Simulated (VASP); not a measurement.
# MoS2 (R3m) in VASP: relaxation of cell and atoms with PBEsol

Aim: the relaxation of cell and atoms of MoS2 with PBEsol.

Everything below comes from runs of VASP 6.6.1. Logs are shortened: lines on timing, memory, paths and dates and some standing lists are left out, and cuts for length are marked.

**1. Starting point**

Symmetry: R3m, No. 160, trigonal system. Conventional cell: a = 3.160 Å, b = 3.160 Å, c = 18.450 Å, α = 90.00°, β = 90.00°, γ = 120.00°. Mo (site symmetry 3m) has 6 S at 2.39 Å as nearest neighbours. S (site symmetry 3m) has 3 Mo at 2.39 Å as nearest neighbours. Around S (site symmetry 3m) lie 3 Mo at 2.39 Å.

Measurements of this composition are mostly on another form, of space group No. 194.

**2. Relaxation of cell and atoms, PBEsol**

Input file INCAR:

```
ALGO = Fast
EDIFF = 1E-7
EDIFFG = -0.01
ENCUT = 600
GGA = PS
IBRION = 2
ISIF = 3
ISMEAR = 0
LASPH = True
LCHARG = False
LREAL = False
LWAVE = False
NELM = 60
NSW = 60
PREC = Accurate
SIGMA = 0.02
```

Input file KPOINTS:

```
k-points
0
Gamma
  8 8 8
```

Input file POSCAR:

```
MoS2
1.0
    1.5800000000      0.9122134253      6.1500000000
   -1.5800000000      0.9122134253      6.1500000000
    0.0000000000     -1.8244268506      6.1500000000
Mo S
1 2
Direct
    0.0000000000      0.0000000000      0.0000000000
    0.4170000000      0.4170000000      0.4170000000
    0.2500000000      0.2500000000      0.2500000000
```

Potentials or basis: VASP PAW PBE potentials, release 64 (Mo_sv, S).

The run is started by

```console
cat potpaw_PBE.64/Mo_sv/POTCAR potpaw_PBE.64/S/POTCAR > POTCAR
mpirun -np 1 vasp_std > vasp.out
```

OUTCAR:

```text
EDIFF = 1E-7
   EDIFFG = -0.01
   ENCUT = 600
   GGA = PS
   IBRION = 2
   ISIF = 3
   ISMEAR = 0
   LASPH = True
   LREAL = False
   NELM = 60
   NSW = 60
   PREC = Accurate

 ion  position               nearest neighbor table
   1  0.000  0.000  0.000-   3 2.39   3 2.39   3 2.39   2 2.39   2 2.39   2 2.39
   2  0.417  0.417  0.417-   1 2.39   1 2.39   1 2.39
   3  0.250  0.250  0.250-   1 2.39   1 2.39   1 2.39

  LATTYP: Found a trigonal (rhomboedric) cell.
 ALAT       =     6.4149071181
 COS(alpha) =     0.8786713335

  Lattice vectors:

 A1 = (   1.5800000000,   0.9122134253,   6.1500000000)
 A2 = (  -1.5800000000,   0.9122134253,   6.1500000000)
 A3 = (   0.0000000000,  -1.8244268506,   6.1500000000)

Analysis of symmetry for initial positions (statically):
=====================================================================
 Subroutine PRICEL returns:
 Original cell was already a primitive cell.

 Routine SETGRP: Setting up the symmetry group for a
 trigonal (rhombohedral) supercell.

 Subroutine GETGRP returns: Found  6 space group operations
 (whereof  6 operations were pure point group operations)
 out of a pool of 12 trial point group operations.

The static configuration has the point symmetry C_3v.

Analysis of symmetry for dynamics (positions and initial velocities):
=====================================================================
 Subroutine PRICEL returns:
 Original cell was already a primitive cell.

 Routine SETGRP: Setting up the symmetry group for a
 trigonal (rhombohedral) supercell.

 Subroutine GETGRP returns: Found  6 space group operations
 (whereof  6 operations were pure point group operations)
 out of a pool of 12 trial point group operations.

The dynamic configuration has the point symmetry C_3v.

 Subroutine INISYM returns: Found  6 space group operations
 (whereof  6 operations are pure point group operations),
 and found     1 'primitive' translations

----------------------------------------------------------------------------------------

                                     Primitive cell

  volume of cell :      53.1839

  direct lattice vectors                    reciprocal lattice vectors
     1.580000000  0.912213425  6.150000000     0.316455696  0.182705781  0.054200542
    -1.580000000  0.912213425  6.150000000    -0.316455696  0.182705781  0.054200542
     0.000000000 -1.824426851  6.150000000     0.000000000 -0.365411563  0.054200542

  length of vectors
     6.414907118  6.414907118  6.414907118     0.369409406  0.369409406  0.369409406

  position of ions in fractional coordinates (direct lattice)
     0.000000000  0.000000000  0.000000000
     0.417000000  0.417000000  0.417000000
     0.250000000  0.250000000  0.250000000

  ion indices of the primitive-cell ions
   primitive index   ion index
                 1           1
                 2           2
                 3           3

----------------------------------------------------------------------------------------

 KPOINTS: k-points

Automatic generation of k-mesh.
 Grid dimensions read from file:
 generate k-points for:    8    8    8

 Generating k-lattice:

  Cartesian coordinates                     Fractional coordinates (reciprocal lattice)
     0.039556962  0.022838223  0.006775068     0.125000000 -0.000000000  0.000000000
    -0.039556962  0.022838223  0.006775068    -0.000000000  0.125000000  0.000000000
     0.000000000 -0.045676445  0.006775068     0.000000000  0.000000000  0.125000000

  Length of vectors
     0.046176176  0.046176176  0.046176176

  Shift w.r.t. Gamma in fractional coordinates (k-lattice)
     0.000000000  0.000000000  0.000000000

 Subroutine IBZKPT returns following result:
 ===========================================

 Found     65 irreducible k-points:

 Following reciprocal coordinates:
            Coordinates               Weight
  0.000000  0.000000  0.000000      1.000000
  0.125000 -0.000000  0.000000      6.000000
  0.250000 -0.000000  0.000000      6.000000
  0.375000 -0.000000  0.000000      6.000000
  0.500000 -0.000000  0.000000      3.000000
  0.125000  0.125000  0.000000      6.000000
[... 16 lines left out ...]
  0.250000  0.125000  0.125000      6.000000
  0.375000  0.125000  0.125000      6.000000
 [... further k-points ...]
   k-points           NKPTS =     65   k-points in BZ     NKDIM =     65   number of bands    NBANDS=     17
   number of dos      NEDOS =    301   number of ions     NIONS =      3
   total plane-waves  NPLWV = 157464
   dimension x,y,z NGX =    54 NGY =   54 NGZ =   54
   dimension x,y,z NGXF=   108 NGYF=  108 NGZF=  108
   ions per type =               1   2
   NGX,Y,Z   is equivalent  to a cutoff of  13.99, 13.99, 13.99 a.u.
   NGXF,Y,Z  is equivalent  to a cutoff of  27.99, 27.99, 27.99 a.u.
 SYSTEM =  unknown system
   PREC   = accura    normal or accurate (medium, high low for compatibility)
   ISTART =      0    job   : 0-new  1-cont  2-samecut
   ICHARG =      2    charge: 1-file 2-atom 10-const
   ISPIN  =      1    spin polarized calculation?
   LNONCOLLINEAR =      F non collinear calculations
   LSORBIT =      F    spin-orbit coupling
   LASPH  =      T    aspherical Exc in radial PAW
   ENCUT  =  600.0 eV  44.10 Ry    6.64 a.u.  12.81 12.81 12.81*2*pi/ulx,y,z
   NELM   =     60;   NELMIN=  2; NELMDL= -5     # of ELM steps
   EDIFF  = 0.1E-06   stopping-criterion for ELM
   LREAL  =      F    real-space projection
   EDIFFG = -.1E-01   stopping-criterion for IOM
   NSW    =     60    number of steps for IOM
   IBRION =      2    ionic relax: 0-MD 1-quasi-New 2-CG
   NFREE  =      1    steps in history (QN), initial steepest desc. (CG)
   ISIF   =      3    stress and relaxation
   ISYM   =      2    0-nonsym 1-usesym 2-fastsym
   POTIM  = 0.5000    time-step for ionic-motion
   TEBEG  =    0.0;   TEEND  =   0.0 temperature during run
   PSTRESS=    0.0 pullay stress
   NELECT =      26.0000    total number of electrons
   NUPDOWN=      -1.0000    fix difference up-down
   EMIN   =  10.00;   EMAX   =-10.00  energy-range for DOS
   EFERMI =   0.00;   METHOD = LEGACY
   ISMEAR =     0;   SIGMA  =   0.02  broadening in eV -4-tet -1-fermi 0-gaus
   EFERMI_NEDOS =   21; number of points for ismear=-14 and -15
   IALGO  =     68    algorithm
   IMIX   =      4    mixing-type and parameters
     AMIX     =   0.40;   BMIX     =  1.00
     AMIX_MAG =   1.60;   BMIX_MAG =  1.00
  volume/ion in A,a.u.               =      17.73       119.63
  Fermi-wavevector in a.u.,A,eV,Ry     =   1.289652  2.437089 22.629252  1.663203
  Thomas-Fermi vector in A             =   2.421532
   LORBIT       =      0    0 simple, 1 ext, 2 COOP (PROOUT), +10 PAW based schemes
   GGA     = PS    functional components
   LHFCALC =     F    Hartree Fock is set to
   AEXX    =    0.0000 exact exchange contribution
   IVDW    =     0    specifies the selected vdW correction
   LEPSILON=     F    determine dielectric tensor
   LRPA    =     F    only Hartree local field effects (RPA)
 conjugate gradient relaxation of ions
 non-spin polarized calculation
 RMM-DIIS sequential band-by-band and
 Gauss-broadening in eV      SIGMA  =   0.02
  energy-cutoff  :      600.00
  volume of cell :       53.18
 maximum number of plane-waves:      1803
 NGX is ok and might be reduce to    54
   NGX = 25   NGY = 25   NGZ = 25

--------------------------------------- Ionic step        1  -------------------------------------------

 number of electron      26.0000000 magnetization

 Free energy of the ion-electron system (eV)
  ---------------------------------------------------
  ext. energy  EPLUGINS =         0.00000000
  ---------------------------------------------------
  free energy    TOTEN  =       -23.44491235 eV

  energy without entropy =      -23.44491235  energy(sigma->0) =      -23.44491235

------------------------ aborting loop because EDIFF is reached ----------------------------------------

  FORCE on cell =-STRESS in cart. coord.  units (eV):
  Direction    XX          YY          ZZ          XY          YZ          ZX
  --------------------------------------------------------------------------------------
  -------------------------------------------------------------------------------------
  Total       -0.2155498     -0.2155498      0.7647967      0.0000000      0.0000000      0.0000000
  in kB       -6.4934913     -6.4934913     23.0396920      0.0000000      0.0000000      0.0000000
  external PRESSURE =       3.3509031 kB  Pullay stress =       0.0000000 kB
[... 92 lines left out ...]
  FREE ENERGIE OF THE ION-ELECTRON SYSTEM (eV)
  ---------------------------------------------------
  free  energy   TOTEN  =       -23.4492335929 eV

  energy  without entropy=      -23.4492335929  energy(sigma->0) =      -23.44923359

[... ionic steps 4 to 16 ...]

--------------------------------------- Ionic step       17  -------------------------------------------

 number of electron      26.0000000 magnetization

------------------------ aborting loop because EDIFF is reached ----------------------------------------

  FORCE on cell =-STRESS in cart. coord.  units (eV):
  Direction    XX          YY          ZZ          XY          YZ          ZX
  --------------------------------------------------------------------------------------
  -------------------------------------------------------------------------------------
  Total       -0.0194383     -0.0194383      0.0429281      0.0000000      0.0000000      0.0000000
  in kB       -0.5810220     -0.5810220      1.2831483      0.0000000      0.0000000      0.0000000
  external PRESSURE =       0.0403681 kB  Pullay stress =       0.0000000 kB
[... 59 lines left out ...]
  energy  without entropy=      -23.4508231765  energy(sigma->0) =      -23.45082318

--------------------------------------- Ionic step       19  -------------------------------------------

 number of electron      26.0000000 magnetization

 Free energy of the ion-electron system (eV)
  ---------------------------------------------------
  ext. energy  EPLUGINS =         0.00000000
  ---------------------------------------------------
  free energy    TOTEN  =       -23.45083838 eV

  energy without entropy =      -23.45083838  energy(sigma->0) =      -23.45083838

 E-fermi :   7.5633     XC(G=0): -10.9428

 val. band max:        7.3276647512   @ k =   0.5000   0.5000   0.5000
 cond. band min:       8.4333323594   @ k =  -0.2500   0.1250  -0.0000
 fundamental gap:      1.1056676082
 Fermi energy:         7.5632598216

 k-point     1 :       0.0000    0.0000    0.0000
  band No.  band energies     occupation
      1     -53.9901      2.00000
      2     -28.2022      2.00000
      3     -27.9406      2.00000
      4     -27.9406      2.00000
      5      -7.6319      2.00000
      6      -5.9826      2.00000
[... 9 lines left out ...]
     16       9.9194      0.00000
     17       9.9194      0.00000
[... 443 lines left out ...]
      1     -53.9677      2.00000
      2     -28.1585      2.00000
      3     -28.1584      2.00000
      4     -27.9903      2.00000
      5      -6.6793      2.00000
      6      -5.7547      2.00000
[... 9 lines left out ...]
     16       9.9653      0.00000
     17      10.5511      0.00000

 [... further k-points ...]

------------------------ aborting loop because EDIFF is reached ----------------------------------------

  FORCE on cell =-STRESS in cart. coord.  units (eV):
  Direction    XX          YY          ZZ          XY          YZ          ZX
  --------------------------------------------------------------------------------------
  -------------------------------------------------------------------------------------
  Total       -0.0017672     -0.0017672      0.0200170      0.0000000      0.0000000     -0.0000000
  in kB       -0.0528093     -0.0528093      0.5981605      0.0000000      0.0000000     -0.0000000
  external PRESSURE =       0.1641807 kB  Pullay stress =       0.0000000 kB
[... 18 lines left out ...]
  FREE ENERGIE OF THE ION-ELECTRON SYSTEM (eV)
  ---------------------------------------------------
  free  energy   TOTEN  =       -23.4508383756 eV

  energy  without entropy=      -23.4508383756  energy(sigma->0) =      -23.45083838

 reached required accuracy - stopping structural energy minimisation
```

Run time: 30 min. Hardware: 1 thread of Intel Xeon 6975P-C (Granite Rapids), shared host; peak memory 0.44 GiB.

What came out:

```
Free energy                            : -23.4508 eV
Relaxed volume                         : 17.87 Å³/atom
Relaxed cell                           : a = 6.522 Å, b = 6.522 Å, c = 6.522 Å, α = 27.89°, β = 27.89°, γ = 27.89°
Space group after relaxing (to 0.05 Å) : R3m (No. 160)
Energy gained by relaxing              : 2.0 meV/atom
Ionic steps                            : 19
Pressure after relaxing                : 0.0 GPa
Largest force after relaxing           : 0.005 eV/Å
Band gap on the k mesh                 : 1.11 eV, indirect (least direct gap 2.10 eV)
```

Forces in eV/Å, atoms in the order of the input:
```
Mo   0.000  0.000  0.001
S    0.000  0.000  0.004
S    0.000  0.000 -0.005
```

The path:
| step | energy change (eV) | largest force (eV/Å) | pressure (GPa) | volume (Å³) |
| --- | --- | --- | --- | --- |
| 1 | 0.0000 | 0.2598 | 0.34 | 53.18 |
| 2 | -0.0013 | 0.3285 | -1.68 | 53.47 |
| 3 | -0.0043 | 0.0665 | -0.78 | 53.34 |
| 4 | -0.0047 | 0.0272 | 0.70 | 52.80 |
| 5 | -0.0054 | 0.0290 | 0.04 | 53.04 |
| 6 | -0.0054 | 0.0295 | 0.05 | 53.03 |
| 7 | -0.0055 | 0.0287 | 0.05 | 53.05 |
| 8 | -0.0055 | 0.0320 | 0.05 | 53.06 |
| 9 | -0.0055 | 0.0317 | 0.03 | 53.09 |
| 10 | -0.0056 | 0.0315 | -0.03 | 53.17 |
| 11 | -0.0057 | 0.0309 | -0.15 | 53.35 |
| 12 | -0.0057 | 0.0374 | -0.38 | 53.70 |
| 13 | -0.0058 | 0.0300 | -0.27 | 53.54 |
| 14 | -0.0058 | 0.0251 | -0.24 | 53.55 |
| 15 | -0.0059 | 0.0115 | -0.13 | 53.57 |
| 16 | -0.0059 | 0.0288 | 0.08 | 53.62 |
| 17 | -0.0059 | 0.0163 | 0.00 | 53.60 |
| 18 | -0.0059 | 0.0129 | 0.01 | 53.60 |
| 19 | -0.0059 | 0.0049 | 0.02 | 53.62 |

Final structure:
```
CELL_PARAMETERS angstrom
1.57179 0.90747 6.26487
-1.57179 0.90747 6.26487
0.00000 -1.81495 6.26487
ATOMIC_POSITIONS crystal
Mo 0.00010 0.00010 0.00010
S 0.41633 0.41633 0.41633
S 0.25057 0.25057 0.25057
```

Caveat: the PAW data sets were made with another functional, which shifts forces and pressure a little. Zero-point motion and thermal expansion aren't in these numbers.
